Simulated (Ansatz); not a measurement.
Write the native input for Ansatz 0.2.0 that does the following.

* Task: single point
* Functional: PBE
* Potentials or basis: Ansatz PAW
* Cutoff: 420 eV (not typed: the program's choice for these potentials)
* k mesh: 3 × 3 × 3
* Occupations: fermi-dirac, width 0.05 eV
* Spin: no spin polarisation

Crystal: Sb.

```
Sb
1.0
     2.15420    1.24373    3.75800
    -2.15420    1.24373    3.75800
     0.00000   -2.48746    3.75800
Sb
2
Direct
  0.76651 0.76651 0.76651
  0.23349 0.23349 0.23349
```

These files were run (other wordings do the same):

input.yaml

```yaml
crystal:
  lattice:
    - [2.1542, 1.2437279499, 3.758]
    - [-2.1542, 1.2437279499, 3.758]
    - [0.0, -2.4874558998, 3.758]
  atoms:
    - { symbol: Sb, position: [0.76651, 0.76651, 0.76651] }
    - { symbol: Sb, position: [0.23349, 0.23349, 0.23349] }
hamiltonian:
  xc: pbe
  pseudopotentials: { kind: paw }
kpoints:
  mp_grid: { grid: [3, 3, 3] }
scf:
  occupations: { method: fermi_dirac, width: 0.05 }
output:
  forces: true
  stress: true
  eigenvalues: true
```

Potentials or basis: Ansatz PAW.

Launch:

```sh
$ ansatz run input.yaml --threads 2 --pin off --max-ram 5120MiB --backend cpu --events-out ev --progress --plain --runs-dir out
```

It gave:

```yaml
Pressure: 3.5 GPa
Largest_force: 0.112 eV/Å
Band_gap_on_the_k_mesh: 1.28 eV, indirect (least direct gap 1.31 eV)
```

Caveat: the k mesh is coarse (spacing up to 0.59 Å⁻¹), so the values aren't converged; odd divisions of the mesh miss points on the zone boundary, where band edges often lie, so the gap on the mesh can be too wide; spin-orbit coupling is left out, which moves the levels of the heavy elements.

Wall time 0.35 s on 2 threads of Intel(R) Xeon(R) Platinum 8488C (Sapphire Rapids) (shared host), peak memory 0.36 GiB.
